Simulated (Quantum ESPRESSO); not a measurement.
# ZrC (Fm-3m) in Quantum ESPRESSO: convergence with wavefunction cutoff

Aim: find how far wavefunction cutoff must go before the results for ZrC settle, at PBE. This setting moves, with any that are tied to it; all else stays.

Everything below comes from runs of Quantum ESPRESSO 7.5. Logs are shortened: lines on timing, memory, paths and dates and some standing lists are left out, and cuts for length are marked.

## Step 1: Starting point

The structure is cubic, space group Fm-3m (No. 225). Conventional cell: a = 4.730 Å, b = 4.730 Å, c = 4.730 Å, α = 90.00°, β = 90.00°, γ = 90.00°. Zr (site symmetry m-3m) is surrounded by 6 C at 2.37 Å. Around C (site symmetry m-3m) lie 6 Zr at 2.37 Å.

## Step 2: With wavefunction cutoff 33 Ry

Input file pw.in:

```
&CONTROL
  calculation = 'scf'
  prefix = 'pwscf'
  outdir = './tmp'
  pseudo_dir = './pseudo'
  tprnfor = .true.
  tstress = .true.
  disk_io = 'nowf'
/
&SYSTEM
  ibrav = 0
  nat = 2
  ntyp = 2
  ecutwfc = 33
  nbnd = 14
  occupations = 'smearing'
  smearing = 'fd'
  degauss = 0.00999582
/
&ELECTRONS
  conv_thr = 4d-10
  electron_maxstep = 120
  mixing_beta = 0.5
/
ATOMIC_SPECIES
Zr    91.2240 Zr.upf
C     12.0110 C.upf
CELL_PARAMETERS angstrom
   0.0000000000    2.3650000000    2.3650000000
   2.3650000000    0.0000000000    2.3650000000
   2.3650000000    2.3650000000    0.0000000000
ATOMIC_POSITIONS crystal
Zr     0.5000000000    0.5000000000    0.5000000000
C      0.0000000000    0.0000000000    0.0000000000
K_POINTS automatic
10 10 10 0 0 0
```

Potentials or basis: PseudoDojo 0.4 SR PBE stringent.

The run is started by

```sh
> OMP_NUM_THREADS=1 pw.x -in pw.in > pw.out
```

It took 3.1 s on 1 thread of Intel Xeon 6975P-C (Granite Rapids), shared host; peak memory 0.05 GiB.

Results:

```yaml
Free_energy: -1540.4166 eV
Pressure: -49.6 GPa
Band_gap_on_the_k_mesh: none (metal or under the smearing width)
```

## Step 3: With wavefunction cutoff 41 Ry

Changes to pw.in since step 2:

```diff
@@ -13,3 +13,3 @@
   ntyp = 2
-  ecutwfc = 33
+  ecutwfc = 41
   nbnd = 14
```

Potentials or basis: PseudoDojo 0.4 SR PBE stringent.

The run is started by

```sh
> OMP_NUM_THREADS=1 pw.x -in pw.in > pw.out
```

Wall time 3.6 s (1 thread of Intel Xeon 6975P-C (Granite Rapids), shared host); peak memory 0.05 GiB.

Results:

```
Free energy            : -1542.2266 eV
Pressure               : -23.6 GPa
Band gap on the k mesh : none (metal or under the smearing width)
```

## Step 4: With wavefunction cutoff 49 Ry

Changes to pw.in since step 3:

```diff
@@ -13,3 +13,3 @@
   ntyp = 2
-  ecutwfc = 41
+  ecutwfc = 49
   nbnd = 14
```

The run is started by

```sh
> OMP_NUM_THREADS=1 pw.x -in pw.in > pw.out
```

Run time: 5 s. Hardware: 1 thread of Intel Xeon 6975P-C (Granite Rapids), shared host; peak memory 0.05 GiB.

What came out:

| Quantity | Value |
| --- | --- |
| Free energy | -1542.8504 eV |
| Pressure | -10.4 GPa |
| Band gap on the k mesh | none (metal or under the smearing width) |

## Step 5: With wavefunction cutoff 57 Ry

Changes to pw.in since step 4:

```diff
@@ -13,3 +13,3 @@
   ntyp = 2
-  ecutwfc = 49
+  ecutwfc = 57
   nbnd = 14
```

The run is started by

```sh
> OMP_NUM_THREADS=1 pw.x -in pw.in > pw.out
```

Run time: 5.8 s. Hardware: 1 thread of Intel Xeon 6975P-C (Granite Rapids), shared host; peak memory 0.05 GiB.

What came out:

```yaml
Free_energy: -1543.0357 eV
Pressure: -5.3 GPa
Band_gap_on_the_k_mesh: none (metal or under the smearing width)
```

## Step 6: With wavefunction cutoff 66 Ry

Changes to pw.in since step 5:

```diff
@@ -13,3 +13,3 @@
   ntyp = 2
-  ecutwfc = 57
+  ecutwfc = 66
   nbnd = 14
```

Potentials or basis: PseudoDojo 0.4 SR PBE stringent.

The run is started by

```sh
> OMP_NUM_THREADS=1 pw.x -in pw.in > pw.out
```

Run time: 9 s. Hardware: 1 thread of Intel Xeon 6975P-C (Granite Rapids), shared host; peak memory 0.06 GiB.

The run converged. Its results:

```
Free energy            : -1543.0918 eV
Pressure               : -3.5 GPa
Band gap on the k mesh : none (metal or under the smearing width)
```

## Step 7: With wavefunction cutoff 74 Ry

Changes to pw.in since step 6:

```diff
@@ -13,3 +13,3 @@
   ntyp = 2
-  ecutwfc = 66
+  ecutwfc = 74
   nbnd = 14
```

The run is started by

```sh
> OMP_NUM_THREADS=1 pw.x -in pw.in > pw.out
```

Run time: 8.6 s. Hardware: 1 thread of Intel Xeon 6975P-C (Granite Rapids), shared host; peak memory 0.06 GiB.

The run converged. Its results:

| Item | Value |
| --- | --- |
| Free energy | -1543.1048 eV |
| Pressure | -2.9 GPa |
| Band gap on the k mesh | none (metal or under the smearing width) |

## Step 8: With wavefunction cutoff 82 Ry

Changes to pw.in since step 7:

```diff
@@ -13,3 +13,3 @@
   ntyp = 2
-  ecutwfc = 74
+  ecutwfc = 82
   nbnd = 14
```

The run is started by

```sh
> OMP_NUM_THREADS=1 pw.x -in pw.in > pw.out
```

Wall time 14 s (1 thread of Intel Xeon 6975P-C (Granite Rapids), shared host); peak memory 0.07 GiB.

The run converged. Its results:

```
Free energy            : -1543.1082 eV
Pressure               : -2.8 GPa
Band gap on the k mesh : none (metal or under the smearing width)
```

## Step 9: With wavefunction cutoff 98 Ry

Changes to pw.in since step 8:

```diff
@@ -13,3 +13,3 @@
   ntyp = 2
-  ecutwfc = 82
+  ecutwfc = 98
   nbnd = 14
```

Potentials or basis: PseudoDojo 0.4 SR PBE stringent.

The run is started by

```sh
> OMP_NUM_THREADS=1 pw.x -in pw.in > pw.out
```

It took 15 s on 1 thread of Intel Xeon 6975P-C (Granite Rapids), shared host; peak memory 0.08 GiB.

Results (log left out):

* Free energy: -1543.1090 eV
* Pressure: -2.7 GPa
* Band gap on the k mesh: none (metal or under the smearing width)

## Step 10: With wavefunction cutoff 123 Ry

Changes to pw.in since step 9:

```diff
@@ -13,3 +13,3 @@
   ntyp = 2
-  ecutwfc = 98
+  ecutwfc = 123
   nbnd = 14
```

Potentials or basis: PseudoDojo 0.4 SR PBE stringent.

The run is started by

```sh
> OMP_NUM_THREADS=1 pw.x -in pw.in > pw.out
```

pw.out:

```text
This program is part of the open-source Quantum ESPRESSO suite
     for quantum simulation of materials; please cite
[... 9 lines left out ...]
     --------------------
     sticks:   dense  smooth     PW     G-vecs:    dense   smooth      PW
     Sum        1369    1369    397                32935    32935    5161

     Using Slab Decomposition

     bravais-lattice index     =            0
     lattice parameter (alat)  =       6.3204  a.u.
     unit-cell volume          =     178.5336 (a.u.)^3
     number of atoms/cell      =            2
     number of atomic types    =            2
     number of electrons       =        16.00
     number of Kohn-Sham states=           14
     kinetic-energy cutoff     =     123.0000  Ry
     charge density cutoff     =     492.0000  Ry
     scf convergence threshold =      4.0E-10
     mixing beta               =       0.5000
     number of iterations used =            8  plain     mixing
     Exchange-correlation= PBE
                           (   1   4   3   4   0   0   0)

     celldm(1)=   6.320406  celldm(2)=   0.000000  celldm(3)=   0.000000
     celldm(4)=   0.000000  celldm(5)=   0.000000  celldm(6)=   0.000000

     crystal axes: (cart. coord. in units of alat)
               a(1) = (   0.000000   0.707107   0.707107 )
               a(2) = (   0.707107   0.000000   0.707107 )
               a(3) = (   0.707107   0.707107   0.000000 )

     reciprocal axes: (cart. coord. in units 2 pi/alat)
               b(1) = ( -0.707107  0.707107  0.707107 )
               b(2) = (  0.707107 -0.707107  0.707107 )
               b(3) = (  0.707107  0.707107 -0.707107 )

     PseudoPot. # 1 for Zr read from file:
     Zr.upf
     Pseudo is Norm-conserving + core correction, Zval = 12.0
     Generated using ONCVPSP code by D. R. Hamann
     Using radial grid of 1622 points,  6 beta functions with:
                l(1) =   0
                l(2) =   0
                l(3) =   1
                l(4) =   1
                l(5) =   2
[... 27 lines left out ...]
        k(    2) = (   0.0707107   0.0707107  -0.0707107), wk =   0.0160000
        k(    3) = (   0.1414214   0.1414214  -0.1414214), wk =   0.0160000
        k(    4) = (   0.2121320   0.2121320  -0.2121320), wk =   0.0160000
        k(    5) = (   0.2828427   0.2828427  -0.2828427), wk =   0.0160000
        k(    6) = (  -0.3535534  -0.3535534   0.3535534), wk =   0.0080000
[... 39 lines left out ...]
        k(   46) = (  -0.0707107  -0.3535534   0.6363961), wk =   0.0480000
        k(   47) = (  -0.7071068   0.2828427   0.0000000), wk =   0.0240000

     Dense  grid:    32935 G-vectors     FFT dimensions: (  45,  45,  45)

     Initial potential from superposition of free atoms

     starting charge      15.9976, renormalised to      16.0000
     Starting wfcs are   14 randomized atomic wfcs

     Self-consistent Calculation

     iteration #  1     ecut=   123.00 Ry     beta= 0.50
     Davidson diagonalization with overlap
     ethr =  1.00E-02,  avg # of iterations =  3.5

     total energy              =    -113.16565441 Ry
     estimated scf accuracy    <       0.62370476 Ry
[... 71 lines left out ...]
     iteration # 12     ecut=   123.00 Ry     beta= 0.50
     Davidson diagonalization with overlap
     ethr =  3.35E-12,  avg # of iterations =  2.0

     End of self-consistent calculation

          k = 0.0000 0.0000 0.0000 (  4111 PWs)   bands (ev):

   -33.5270 -11.2519 -11.2519 -11.2519   3.4143  15.5993  15.5993  15.5993
    15.7495  15.7495  15.7495  17.4251  17.4251  21.7498

          k = 0.0707 0.0707-0.0707 (  4123 PWs)   bands (ev):
[... 146 lines left out ...]
   -33.4034 -11.9346 -11.5168 -11.5168   4.5908  12.5648  12.9630  14.7018
    14.7018  19.0176  20.1843  20.1843  22.4116  24.8750

          k = 0.2828 0.1414 0.0000 (  4101 PWs)   bands (ev):

   -33.4767 -11.6066 -11.3754 -11.3013   4.5922  11.7388  13.3200  13.3999
    15.8308  18.1360  18.3383  19.2840  21.6165  24.4728

          k = 0.3536 0.2121-0.0707 (  4111 PWs)   bands (ev):
[... 71 lines left out ...]
   -33.4033 -11.7934 -11.6643 -11.5355   5.1789  12.2712  12.3476  12.3605
    17.0431  18.6991  20.1926  21.1197  21.8916  27.4746

     the Fermi energy is    14.6650 ev

!    total energy              =    -113.41644530 Ry
     estimated scf accuracy    <          3.3E-11 Ry
     smearing contrib. (-TS)   =      -0.00159206 Ry
     internal energy E=F+TS    =    -113.41485324 Ry

     The total energy is F=E-TS. E is the sum of the following terms:
     one-electron contribution =      -8.07485730 Ry
     hartree contribution      =      12.75101591 Ry
     xc contribution           =     -24.31675020 Ry
     ewald contribution        =     -93.77426165 Ry

     convergence has been achieved in  12 iterations

     Forces acting on atoms (cartesian axes, Ry/au):

     atom    1 type  1   force =    -0.00000000    0.00000000   -0.00000000
     atom    2 type  2   force =    -0.00000000    0.00000000    0.00000000

     Total force =     0.000000     Total SCF correction =     0.000000

     Computing stress (Cartesian axis) and pressure

          total   stress  (Ry/bohr**3)                   (kbar)     P=      -27.06
  -0.00018396   0.00000000   0.00000000          -27.06        0.00        0.00
   0.00000000  -0.00018396   0.00000000            0.00      -27.06        0.00
   0.00000000   0.00000000  -0.00018396            0.00        0.00      -27.06

=------------------------------------------------------------------------------=
   JOB DONE.
=------------------------------------------------------------------------------=
```

It took 24 s on 1 thread of Intel Xeon 6975P-C (Granite Rapids), shared host; peak memory 0.1 GiB.

What came out:

* Free energy: -1543.1093 eV
* Pressure: -2.7 GPa
* Band gap on the k mesh: none (metal or under the smearing width)

## Step 11: Result

| wavefunction cutoff | energy less the tightest run, at zero smearing (meV/atom) | pressure (GPa) | SCF cycles | CPU time (s) | peak memory (GiB) |
| --- | --- | --- | --- | --- | --- |
| 33 Ry | 1346.45 | -49.60 | 10 | 3.1 | 0.05 |
| 41 Ry | 441.40 | -23.64 | 12 | 3.6 | 0.05 |
| 49 Ry | 129.50 | -10.43 | 10 | 5 | 0.05 |
| 57 Ry | 36.81 | -5.32 | 10 | 5.8 | 0.05 |
| 66 Ry | 8.79 | -3.45 | 11 | 9 | 0.06 |
| 74 Ry | 2.29 | -2.94 | 10 | 8.6 | 0.06 |
| 82 Ry | 0.58 | -2.76 | 12 | 14 | 0.07 |
| 98 Ry | 0.20 | -2.71 | 12 | 15 | 0.08 |
| 123 Ry | 0.00 | -2.71 | 12 | 24 | 0.1 |

Against the tightest run, the energy stays within 1 meV/atom from 82 Ry on; the pressure stays within 0.1 GPa from 82 Ry on. The tightest run that finished is the yardstick and may itself not be fully converged.
